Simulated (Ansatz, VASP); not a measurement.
**One calculation of SnO, two programs**

```
CELL_PARAMETERS angstrom
3.42437 0.00000 0.00000
-1.71219 2.96559 0.00000
0.00000 0.00000 6.38239
ATOMIC_POSITIONS crystal
Sn 0.33333 0.66667 0.25000
Sn 0.66667 0.33333 0.75000
O 0.00000 0.00000 0.00000
O 0.00000 0.00000 0.50000
```

Alike in both runs: functional PBE; k mesh 18 × 18 × 8; occupations gaussian, width 0.1 eV; no spin polarisation.

Ansatz relaxed the structure, and its values are those at the end. VASP's run is a single point on that final structure, the one shown.

```csv
,VASP,Ansatz
version,VASP 6.6.1,Ansatz 0.2.0
potentials or method,"VASP PAW PBE potentials, release 64 (Sn_d, O)","scalar-relativistic, plane waves, PAW"
plane-wave cutoff (eV),520,420
valence electrons in the cell,40,40
```

|  | VASP | Ansatz | Ansatz less VASP |
| --- | --- | --- | --- |
| gap on the k mesh at the Fermi level (eV) | none | none | - |
| pressure (GPa) | 0.0 | 0.0 | +0.01 |

A gap of «none» marks a metal or a gap that the smearing closes.
